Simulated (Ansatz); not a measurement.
**AlN under changes of volume**

One of the cells (10.417 Å³/atom); the others are scaled copies at fixed shape and fractional positions:

```
Al N
1.0
     0.00000    2.18399    2.18399
     2.18399    0.00000    2.18399
     2.18399    2.18399    0.00000
Al N
1 1
Direct
  0.00000 0.00000 0.00000
  0.25000 0.25000 0.25000
```

Measurements of this composition are mostly on another form, of space group No. 186.

```yaml
Program: Ansatz 0.2.0
Functional: LC-wPBE
Potentials_or_basis: Ansatz PAW
Cutoff: "420 eV (not typed: the program's choice for these potentials)"
k_mesh: 5 × 5 × 5
Occupations: fermi-dirac, width 0.05 eV
Spin: no spin polarisation
```

| volume (Å³/atom) | energy over the lowest point (meV/atom) | pressure (GPa) | gap on the mesh (eV) |
| --- | --- | --- | --- |
| 9.792 | 17.75 | 12.2 | 10.55 |
| 10.001 | 5.51 | 6.7 | 10.50 |
| 10.209 | 0.00 | 1.8 | 10.45 |
| 10.417 | ? | ? | ? |
| 10.626 | 6.68 | -6.7 | 10.36 |
| 10.834 | 17.88 | -10.4 | 10.31 |
| 11.042 | 33.50 | -13.8 | 10.26 |

Problem. What does the run at 10.417 Å³/atom give?

Solution. Energy over the lowest point 0.44 meV/atom; pressure -2.6 GPa; gap on the mesh 10.40 eV.

Worked out: A Birch-Murnaghan fit of order 3 (a polynomial in V^(-2/3)) to the other rows has its minimum at 10.29 Å³/atom with B0 = V·E''(V) = 223 GPa and B' = 3.8. It gives 0.58 meV/atom at 10.417 Å³/atom, against the run's 0.44, and -dE/dV = -2.6 GPa, against -2.6. A straight line through the other rows of the gap, of slope -2.39 eV per unit of ln V, gives 10.40 eV, against the run's 10.40.

Energies are extrapolated to zero smearing.

Caveats: all runs use coarse meshes; odd divisions of the mesh miss points on the zone boundary, where band edges often lie, so the gap on the mesh can be too wide; the PAW data sets come from PBE, with cores solved anew for the run's functional, which leaves a small shift of forces and pressure; the thresholds are loose for stress.

A mesh can miss the band edges.
